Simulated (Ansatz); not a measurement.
# Al2SSe monolayer in a perpendicular field, part 2 of 2

Aim: how the Al2SSe monolayer screens a field along its normal, and what the field does to its bands. A positive field points along +c.

Ansatz 0.2.0; plane-wave DFT, PBE-D3(BJ), Ansatz PAW (set soft_1); PAW set soft_1.

So far. Step 2 (Relaxation): The lattice constant a goes from 3.689 to 3.640 Å.

## (3) Single point, field 0

A sawtooth potential applies the field, turning back in the middle of the vacuum. With the dipole correction the typed value is the field outside the slab. The induced dipole is small, so the SCF threshold is tight.

The cell differs from the one that the last finished run ended in (c 39.951 → 22.818 Å).

input.yaml reads:

```yaml
crystal:
  lattice:
    - [3.6395660396, 0.0, 0.0]
    - [-1.8197830198, 3.1519566491, 0.0]
    - [0.0, 0.0, 22.817924269]
  atoms:
    - { symbol: Se, position: [0.3333333333, 0.6666666667, 0.3944267627] }
    - { symbol: Al, position: [0.0, 0.0, 0.4478021041] }
    - { symbol: Al, position: [0.0, 0.0, 0.5604377669] }
    - { symbol: S, position: [0.3333333333, 0.6666666667, 0.6055732373] }
kpoints:
  mp_grid: { grid: [18, 18, 1] }
  band_path:
    path: [[0, 0, 0], [0.5, 0, 0], [0.33333333, 0.33333333, 0], [0, 0, 0]]
    npoints: 16
hamiltonian:
  xc: pbe
  dispersion: d3bj
  pseudopotentials: { kind: paw, azcp: { folder: soft_1 } }
scf:
  occupations: { method: fermi_dirac, width: 0.02585 }
  convergence: { dr2_threshold: 1.0e-10 }
efield:
  axis: 3
  dipole_correction: true
  ramp_position: 0.97
  ramp_width: 0.06
  amplitude: 0
output:
  dos: { projected: true, e_range: [-6, 5] }
  write_potential: true
  write_density: true
  volumetric_format: npy
  elf: true
```

Run with:

```bash
ansatz run input.yaml --threads 2 --pin off --max-ram 3072MiB --backend cpu --events-out ev --progress --plain --runs-dir out
```

Numbers of over 12 decimals in the logs are rounded to 6 here.

The program printed:

```text
[...]
Crystal: 4 atoms, lattice volume = 261.762 Å³
Basis set: ecut = 420 eV, 5021 PW (Γ)
Bands: 18, of which v1, the nominal top of the filled ones, is band 14 counted from 1 (13 counted from 0)
Symmetry: 6 space group operations
[...]
k-points: 37 of 324 (time reversal used)
[...]
SCF iter   1: F=—  HF=-7450.586824 eV  |F-HF|=—  |Δ(HF+E_count)|=         —  Δρ=2.22e-2  dr2=1.69e0  ethr=3.10e-3  p=-0.000 e·Å  D=-1.79e-6 V/Å  ΔV_dip=0.00 eV  dr2_dipole=8.76e-4  V_vac-E_F(+/−)=6.03/6.03 eV  ⟨swp⟩=10.9  Hψ=4949  notcnv=0
efield: sawtooth ramp at fractional position 0.9700 (set: `efield.ramp_position`, or a place that a band, a saddle search or an elastic batch's reference lends), width 0.0600; the density the first Hamiltonian is built on has a dipole p = -0.000 e·Å; the dipole correction subtracts the counter field D = -1.79e-6 V/Å, which shifts the + side's vacuum level by +0.00 eV against the − side's; the planar-averaged density in the ramp window peaks in size at 6.5e-6 e/Å³
[...]
SCF iter   2: F=—  HF=-7450.206341 eV  |F-HF|=—  |Δ(HF+E_count)|=   3.80e-1  Δρ=9.94e-3  dr2=2.92e-1  ethr=3.10e-3  p=-0.025 e·Å  D=-1.74e-2 V/Å  ΔV_dip=0.40 eV  dr2_dipole=8.67e-3  V_vac-E_F(+/−)=5.53/5.14 eV  ⟨swp⟩=3.0  Hψ=1536  notcnv=0
[...]
SCF iter  14: F=-7450.156769 eV  HF=-7450.156769 eV  |F-HF|=9.19e-11  |Δ(HF+E_count)|=  7.82e-11  Δρ=6.49e-8  dr2=7.94e-11  ethr=1.00e-12  p=-0.004 e·Å  D=-2.99e-3 V/Å  ΔV_dip=0.07 eV  dr2_dipole=2.01e-11  V_vac-E_F(+/−)=5.01/4.94 eV  ⟨swp⟩=1.4  Hψ=1552  notcnv=0
SCF 1 converged in 14 iterations: F = -7450.156769 eV  dr2 = 7.94e-11
[...]
NSCF: frozen V_eff on 49 k-points
efield: sawtooth ramp at fractional position 0.9700 (kept from the solve that this one continues, or follows in the run), width 0.0600; the density the first Hamiltonian is built on has a dipole p = -0.004 e·Å; the dipole correction subtracts the counter field D = -2.99e-3 V/Å, which shifts the + side's vacuum level by +0.07 eV against the − side's; the planar-averaged density in the ramp window peaks in size at 6.5e-6 e/Å³
[...]
SCF converged after 14 iterations
Free energy (F): -7450.156769 eV
[...]
Internal energy: -7450.156769 eV  (E = F + TS)
E sigma→0 (E₀):  -7450.156769 eV
Fermi energy:    -1.218346 eV
Dipole field:    D = -0.002993 V/Å  (p = -0.004330 e·Å, saw-weighted, corrected)
Work function:   Φ+ = 5.0114 eV   Φ− = 4.9431 eV
Levels:          The Fermi level and band energies are counted from a zero that moves with the ramp; work functions are not
[...]
--- Band table (eV; the first three rows and the last of 37) ---
  k-point 0: bands = [... 10 lower, -3.7426, -2.4924, -2.4924, -2.4894, 0.9415, 1.8920, 3.1359, 3.1359]
  k-point 1: bands = [... 10 lower, -3.7803, -2.7772, -2.5436, -2.4243, 1.1233, 2.0975, 2.9486, 3.2045]
  k-point 2: bands = [... 10 lower, -3.8848, -3.3783, -2.6838, -2.3620, 1.5190, 2.2832, 2.8341, 3.3635]
  k-point 36: bands = [... 10 lower, -5.9198, -4.4945, -3.7781, -3.0744, -0.1710, 2.1038, 2.3265, 3.1327]
```

It took 32 s on 2 threads of Arm Neoverse N1, shared host; peak memory 0.53 GiB.

Reading the cycles: dr2 is the Hartree energy of the density residual (eV), the measure of convergence; HF is the Harris–Foulkes estimate of the energy, which meets the free energy F at convergence.

Numbers from this step:

| Item | Value |
| --- | --- |
| gap on the k-mesh | 2.064 eV |
| dipole along the normal | -0.004330 e·Å |
| gap along the path | 2.061 eV |
| smallest direct gap along the path | 2.700 eV |
| step between the vacuum levels | 0.06830 eV |
| ionisation energy, upper face | 6.068 eV |
| electron affinity, upper face | 4.007 eV |
| ionisation energy, lower face | 6.000 eV |
| gap, the smaller of path and mesh | 2.061 eV |

Running mean over a fixed 2.7 Å (it still follows the layers) of the planar mean; the ramp of the sawtooth is left out. Electron's electrostatic potential energy less the Fermi level against z:

```csv
z (Å),electron's electrostatic potential energy less the Fermi level (eV)
3,4.94
4,4.94
5,4.94
6,4.90
7,4.12
8,1.28
9,-2.25
10,-3.05
11,-1.47
12,-1.77
13,-4.50
14,-3.09
15,1.11
16,4.63
17,4.99
18,5.01
19,5.01
```

The density of states has structure finer than the step of the table below, so its rows give means over 0.25 eV, whole bins alone (the curve runs from -6 to 2.99 eV). Peaks (eV: height): -4.150: 6.96, -3.930: 3.79, -3.350: 4.90, -3.190: 5.12, -2.720: 5.05, -1.890: 3.86, -1.070: 12.1.

The density of states by energy, zero at the Fermi level of the run, which the smearing sets inside the gap; means over each step:

energy (eV), density of states (states/eV a cell) and a bar:
```
    -5.75        1.0 #######
    -5.50        0.7 #####
    -5.25        0.8 #####
    -5.00        0.9 ######
    -4.75        0.9 ######
    -4.50        1.3 ########
    -4.25        4.6 ##############################
    -4.00        3.0 ####################
    -3.75        2.6 #################
    -3.50        3.7 ########################
    -3.25        4.3 ############################
    -3.00        3.3 #####################
    -2.75        4.2 ###########################
    -2.50        2.1 ##############
    -2.25        0.9 ######
    -2.00        1.1 #######
    -1.75        2.8 ##################
    -1.50        1.9 #############
    -1.25        2.3 ###############
    -1.00        2.3 ###############
    -0.75        0.0 
    -0.50        0.0 
    -0.25        0.0 
     0.00        0.0 
     0.25        0.0 
     0.50        0.0 
     0.75        0.0 
     1.00        0.5 ###
     1.25        2.2 ##############
     1.50        1.3 #########
     1.75        0.9 ######
     2.00        0.7 ####
     2.25        0.7 ####
     2.50        1.2 ########
     2.75        1.5 ##########
```

Projected DOS per atom over height of the atomic layer and energy from the Fermi level. Layers: Se Al Al S from below.

Ten even steps from '_' (0.00 states/eV) to '@' (2.06 states/eV), each cell a mean:
```
__..::..
__....__
____..__
__....__
....::..
________
________
________
________
________
==::::::
==--::..
--______
##..__::
##..__##
**....@@
::..::##
++--::##
..__..::
______::
..______
--::__..
```
Columns: height of the atomic layer (Å) from 9 to 13.8 (not evenly spaced); rows upwards: energy from the Fermi level (eV) from -5.96 to 2.95.

The electronic bands at the labelled points (eV, zero at the Fermi level of the run, which the smearing sets inside the gap):

```csv
point,band 11,band 12,band 13,band 14,band 15,band 16,band 17,band 18
Γ,-2.52,-1.27,-1.27,-1.27,2.16,3.11,4.35,4.35
halfway,-3.40,-3.07,-1.99,-1.09,2.11,3.08,4.25,4.38
M,-3.50,-2.82,-2.53,-1.94,1.00,2.36,2.97,3.40
halfway,-3.81,-3.43,-2.68,-1.86,1.32,3.14,3.60,3.81
K,-4.70,-3.28,-2.56,-1.86,1.05,3.32,3.54,4.35
halfway,-3.59,-3.29,-2.68,-1.09,2.46,3.67,3.88,4.49
Γ,-2.52,-1.27,-1.27,-1.27,2.16,3.11,4.35,4.35
```

Electrostatic potential energy in the ca plane at fractional y = 0.667, with atoms of Se and S within 0.2 Å of it. With pseudopotentials it is smooth inside the atoms' cores, unlike the true potential.

Ten even steps from '0' (-27 eV) to '9' (4 eV), each cell a mean:
```
99999999999999999999887667888776788999999999
99999999999999999999987667888766688999999999
99999999999999999999887777888876788999999999
99999999999999999987667788899887766899999999
99999999999999999963334789999987411379999999
99999999999999999844872589999986100058999999
99999999999999999836993589999986000038999999
99999999999999999843762689999986100059999999
99999999999999999974224788999987522489999999
99999999999999999998777778899887777899999999
```
Columns run along c (16.0 Å, from fractional 0.07 to 0.77 of the cell; values clipped at the 3rd and 97th percentile), rows up along a (3.6 Å). Atoms in or near the plane, at fractional coordinates: Se at (0.39, 0.33), S at (0.61, 0.33).

Valence density in the ca plane at fractional y = 0.667, with atoms of Se and S within 0.2 Å of it. It is the smooth field of the valence electrons, not physical close to the nuclei.

Values in e/Å³, 6 rows by 16 columns, each cell a mean:
```
 0  0  0  0  0  0  0  0  0  0  0  0  0  0  0  0
 0  0  0  0  0  0  0  0  0  0  0  0  0  0  0  0
 0  0  0  0  0  0  0  1  0  0  0  0  1  0  0  0
 0  0  0  0  0  0  1 18  1  0  0  1  1  0  0  0
 0  0  0  0  0  0  0 10  1  0  0  1  1  0  0  0
 0  0  0  0  0  0  0  1  0  0  0  0  1  0  0  0
```
Columns run along c (16.0 Å, from fractional 0.07 to 0.77 of the cell), rows up along a (3.6 Å). Atoms in or near the plane, at fractional coordinates: Se at (0.39, 0.33), S at (0.61, 0.33).

ELF in the ca plane at fractional y = 0.667, with atoms of Se and S within 0.2 Å of it. It is the smooth field of the valence electrons, not physical close to the nuclei.

Values, 6 rows by 16 columns, each cell a mean:
```
0.00 0.00 0.05 0.21 0.39 0.39 0.66 0.32 0.32 0.12 0.02 0.00 0.00 0.00 0.00 0.00
0.00 0.01 0.14 0.38 0.53 0.40 0.57 0.38 0.49 0.28 0.06 0.00 0.00 0.00 0.00 0.00
0.01 0.13 0.61 0.77 0.75 0.38 0.17 0.50 0.81 0.79 0.39 0.04 0.00 0.00 0.00 0.00
0.01 0.26 0.79 0.57 0.51 0.34 0.05 0.54 0.35 0.83 0.61 0.09 0.00 0.00 0.00 0.00
0.01 0.24 0.77 0.65 0.60 0.35 0.07 0.54 0.53 0.85 0.57 0.08 0.00 0.00 0.00 0.00
0.00 0.08 0.48 0.73 0.75 0.40 0.29 0.48 0.80 0.69 0.27 0.02 0.00 0.00 0.00 0.00
```
Columns run along c (16.0 Å, from fractional 0.23 to 0.93 of the cell), rows up along a (3.6 Å). Atoms in or near the plane, at fractional coordinates: Se at (0.39, 0.33), S at (0.61, 0.33).

The gap is 2.06 eV, with the valence edge 6.07 eV and the conduction edge 4.01 eV under the upper vacuum level.

## (4) Atoms held, field 0.1 V/Å

input.yaml: that of step 3 with these lines changed.

```diff
@@ -25,7 +25,6 @@
   dipole_correction: true
-  ramp_position: 0.97
-  ramp_width: 0.06
-  amplitude: 0
+  ramp_position: 0.9452
+  ramp_width: 0.103
+  amplitude: 0.1
 output:
-  dos: { projected: true, e_range: [-6, 5] }
   write_potential: true
@@ -33,2 +32 @@
   volumetric_format: npy
-  elf: true
```

The program printed:

```text
[...]
Crystal: 4 atoms, lattice volume = 261.762 Å³
Basis set: ecut = 420 eV, 5021 PW (Γ)
Bands: 18, of which v1, the nominal top of the filled ones, is band 14 counted from 1 (13 counted from 0)
Symmetry: 6 space group operations
[...]
k-points: 37 of 324 (time reversal used)
[...]
--- Band table (eV; the first three rows and the last of 37) ---
  k-point 0: bands = [... 10 lower, -3.7155, -2.5170, -2.5170, -2.4889, 0.9538, 1.8742, 3.0171, 3.1471]
  k-point 1: bands = [... 10 lower, -3.7532, -2.8011, -2.5682, -2.4248, 1.1359, 2.0777, 2.9421, 3.1009]
  k-point 2: bands = [... 10 lower, -3.8578, -3.4040, -2.7084, -2.3616, 1.5316, 2.2700, 2.8239, 3.2182]
  k-point 36: bands = [... 10 lower, -5.9419, -4.4793, -3.7906, -3.0744, -0.1716, 2.1023, 2.3246, 3.1320]
[key lines of the parts left out:]
SCF converged after 14 iterations
Free energy (F): -7450.158404 eV
Fermi energy:    -1.216855 eV
Dipole field:    D = 0.025603 V/Å  (p = 0.037037 e·Å, saw-weighted, corrected)
```

It took 33 s on 2 threads; peak memory 0.5 GiB; 64 s of CPU time.

The dipole is 0.0370 e·Å, 0.0414 e·Å from its value without field, and the gap 2.065 eV.

## (5) Atoms held, field -0.1 V/Å

input.yaml: that of step 4 with these lines changed.

```diff
@@ -27,3 +27,3 @@
   ramp_width: 0.103
-  amplitude: 0.1
+  amplitude: -0.1
 output:
```

The program printed:

```text
[...]
Crystal: 4 atoms, lattice volume = 261.762 Å³
Basis set: ecut = 420 eV, 5021 PW (Γ)
Bands: 18, of which v1, the nominal top of the filled ones, is band 14 counted from 1 (13 counted from 0)
Symmetry: 6 space group operations
[...]
k-points: 37 of 324 (time reversal used)
[...]
--- Band table (eV; the first three rows and the last of 37) ---
  k-point 0: bands = [... 10 lower, -3.7701, -2.4905, -2.4683, -2.4683, 0.9266, 1.9090, 3.0702, 3.1237]
  k-point 1: bands = [... 10 lower, -3.8078, -2.7539, -2.5195, -2.4241, 1.1079, 2.1155, 2.9285, 3.1423]
  k-point 2: bands = [... 10 lower, -3.9123, -3.3530, -2.6598, -2.3628, 1.5029, 2.2925, 2.8314, 3.2647]
  k-point 36: bands = [... 10 lower, -5.8979, -4.5121, -3.7643, -3.0747, -0.1711, 2.1047, 2.3274, 3.1326]
[key lines of the parts left out:]
SCF converged after 14 iterations
Free energy (F): -7450.159268 eV
Fermi energy:    -1.220441 eV
Dipole field:    D = -0.031574 V/Å  (p = -0.045674 e·Å, saw-weighted, corrected)
```

Wall time 34 s (2 threads); peak memory 0.5 GiB.

The dipole is -0.0457 e·Å, -0.0413 e·Å from its value without field, and the gap 2.057 eV.

## (6) Response, atoms held

This step: plane-wave DFT, PBE-D3(BJ), Ansatz PAW (set soft_1); response to a field along the normal, atoms held; PAW set soft_1 (Ansatz 0.2.0).

The dipoles give the slope, and the difference of two potentials shows where the field is screened.

This step gave:

| Item | Value |
| --- | --- |
| equivalent conductor thickness p/(ε₀AE) | 6.523 Å |
| distance between the outer atoms | 4.818 Å |

Table of dipole of the cell by applied field:

```csv
applied field (V/Å),dipole of the cell (e·Å)
-0.1000,-0.0457
0.0000,-0.00433
0.1000,0.0370
```

Local field over the applied field, running mean. From the potentials at -0.1 and 0.1 V/Å; running mean over 2.5 Å. The local field over applied field by z:

```csv
z (Å),local field over applied field
4.5,0.998
5.0,0.995
5.5,0.987
6.0,0.963
6.5,0.906
7.0,0.793
7.5,0.629
8.0,0.449
8.5,0.275
9.0,0.146
9.5,0.0970
10.0,0.0937
10.5,0.103
11.0,0.133
11.5,0.157
12.0,0.140
12.5,0.121
13.0,0.124
13.5,0.152
14.0,0.235
14.5,0.382
15.0,0.559
15.5,0.731
16.0,0.868
16.5,0.947
17.0,0.981
17.5,0.993
18.0,0.998
18.5,0.999
```

Electrons, planar mean, per unit field. Table of induced electron density by z:

z (Å), induced electron density (e/Å³ per V/Å) and a bar from the least value:
```
      4.5    0.00001 ##############
      5.0    0.00002 ##############
      5.5    0.00006 ##############
      6.0    0.00017 ###############
      6.5    0.00047 ################
      7.0    0.00119 ###################
      7.5    0.00259 #########################
      8.0    0.00367 ##############################
      8.5    0.00186 ######################
      9.0    0.00073 #################
      9.5    0.00024 ###############
     10.0   -0.00153 #######
     10.5   -0.00061 ############
     11.0    0.00104 ###################
     11.5   -0.00007 ##############
     12.0   -0.00114 #########
     12.5    0.00061 #################
     13.0    0.00136 ####################
     13.5   -0.00044 ############
     14.0   -0.00102 ##########
     14.5   -0.00315 #
     15.0   -0.00327 
     15.5   -0.00171 #######
     16.0   -0.00069 ###########
     16.5   -0.00025 #############
     17.0   -0.00009 ##############
     17.5   -0.00003 ##############
     18.0   -0.00001 ##############
     18.5    0.00000 ##############
```

The smaller of the gaps on the path and on the k-mesh, counted as 0 under 0.03 eV. Table of gap by applied field:

```csv
applied field (V/Å),gap (eV)
-0.1000,2.06
0.0000,2.06
0.1000,2.07
```

By hand: between -0.1 and 0.1 V/Å the dipole changes by 0.08271 e·Å, a slope of 0.4136 e·Å²/V. A perfect conductor of thickness t has p = ε₀AEt, so t = 180.95 × 0.4136 / 11.472 = 6.52 Å (e/ε₀ = 180.95 V·Å, A in Å²).

The induced dipole is that of a conductor 6.52 Å thick.

## (7) Results

```json
{"gap without field": "2.06 eV", "ionisation energy, upper face": "6.07 eV", "electron affinity, upper face": "4.01 eV", "step between the vacuum levels": "0.0683 eV", "equivalent conductor thickness, atoms held": "6.52 Å"}
```

In words: The induced dipole equals that of a perfect conductor 6.52 Å thick, while the outer atoms lie 4.82 Å apart; an out-of-plane ε follows only once a thickness t is chosen, by 1 − 1/ε = 6.52 Å / t. The two faces differ: the vacuum level above lies 0.07 eV higher than the one below. The gap stays within 0.01 eV of 2.06 eV over the fields run, up to 0.1 V/Å in size. Semilocal functionals give gaps that are too small, and excitons are not included. Spin-orbit coupling is left out.

[Logs are printed without paths, hosts, clocks, repeated set-up lines and the standing remarks that a program may print on its own settings, such as how far it seeks lower states.]

[Hosts, paths, dates, database ids (printed as entryN), source tags and the programs' standing remarks are cut or masked in the printed files.]

[Maps of the electrostatic potential energy from Ansatz leave out the sawtooth potential of an applied field or a dipole correction, so their vacuum need not be flat; planar profiles and work functions include it.]

[The density of states shown here was stored with 400 of the rows of the run's finer table, so its peaks can read low, often by over a quarter, or be missed, and its means over a window can be off by a tenth or more.]
